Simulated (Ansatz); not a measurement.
# CaSe: stress in a strained cell

CaSe is deformed so: z strained by -1 % at fixed volume. What stress and forces result, by LAPW, PAW and all-electron datasets made for the crystal?

Method: DFT LDA, scalar-relativistic, in Ansatz 0.2.0.

1 further run of the same task is left out (it didn't finish).

## 1. The starting structure

The structure is cubic, space group Fm-3m (No. 225). Conventional cell: a = 5.940 Å, b = 5.940 Å, c = 5.940 Å, α = 90.00°, β = 90.00°, γ = 90.00°. Around Ca (site symmetry m-3m) lie 6 Se at 2.97 Å. Around Se (site symmetry m-3m) lie 6 Ca at 2.97 Å.

As a file:

```cif
data_structure
_symmetry_space_group_name_H-M 'P 1'
_symmetry_Int_Tables_number 1
_cell_length_a 4.2006
_cell_length_b 4.2006
_cell_length_c 4.2006
_cell_angle_alpha 60.000
_cell_angle_beta 60.000
_cell_angle_gamma 60.000
_cell_volume 52.41
loop_
_atom_site_label
_atom_site_type_symbol
_atom_site_fract_x
_atom_site_fract_y
_atom_site_fract_z
_atom_site_occupancy
Ca1 Ca 0.00000 0.00000 0.00000 1
Se1 Se 0.50000 0.50000 0.50000 1
```

Atoms are numbered in the order of the input: Ca1, Se2.

## 2. The deformed structure

Space group Fm-3m before, I4/mmm after.

## 3. Full-potential LAPW

Contents of input.yaml:

```yaml
crystal:
  lattice:
    - [0.0, 2.9852016162, 2.9405357242]
    - [2.9852016162, 0.0, 2.9405357242]
    - [2.9852016162, 2.9852016162, 0.0]
  atoms:
    - { symbol: Ca, position: [0.0, 0.0, 0.0] }
    - { symbol: Se, position: [0.5, 0.5, 0.5] }
kpoints:
  mp_grid: { grid: [9, 9, 9] }
scf:
  occupations: { method: fermi_dirac, width: 0.03 }
hamiltonian:
  xc: lda
  pseudopotentials: { kind: all_electron, lapw: { basis_error: 0.00025 } }
output:
  forces: true
  stress: true
  eigenvalues: true
```

Started as:

```bash
ansatz run input.yaml --threads 1 --pin off --max-ram 2048MiB --backend cpu --events-out ev --progress --plain --runs-dir out
```

## 4. Frozen-core PAW

input.yaml: that of step 3 with these lines changed.

```diff
@@ -14,3 +14,3 @@
   xc: lda
-  pseudopotentials: { kind: all_electron, lapw: { basis_error: 0.00025 } }
+  pseudopotentials: { kind: paw }
 output:
@@ -19 +19,2 @@
   eigenvalues: true
+  efg: { contact_densities: true }
```

## 5. Datasets made for this crystal

input.yaml: that of step 4 with these lines changed.

```diff
@@ -14,3 +14,3 @@
   xc: lda
-  pseudopotentials: { kind: paw }
+  pseudopotentials: { kind: all_electron, datasets: crystal }
 output:
```

(Steps that only read results are left out.)

Before running it: what results should come out? Wanted: pressure; largest shear or deviatoric stress.

**Answer**, as computed:

```
                                 quantity                                              value
                                 pressure  LAPW -3.71, PAW -3.71, crystal datasets -3.71 GPa
largest shear or deviatoric stress (LAPW)                                           0.79 GPa
```

The largest part of the stress beyond the pressure is 0.79 GPa in size, in the zz component; the atoms are carried along and not relaxed. No run of the undeformed cell stands beside it, so the pressure holds what the given cell had before the change. PAW: stress within 0.01 GPa of LAPW. Crystal datasets: stress within 0.01 GPa of LAPW.
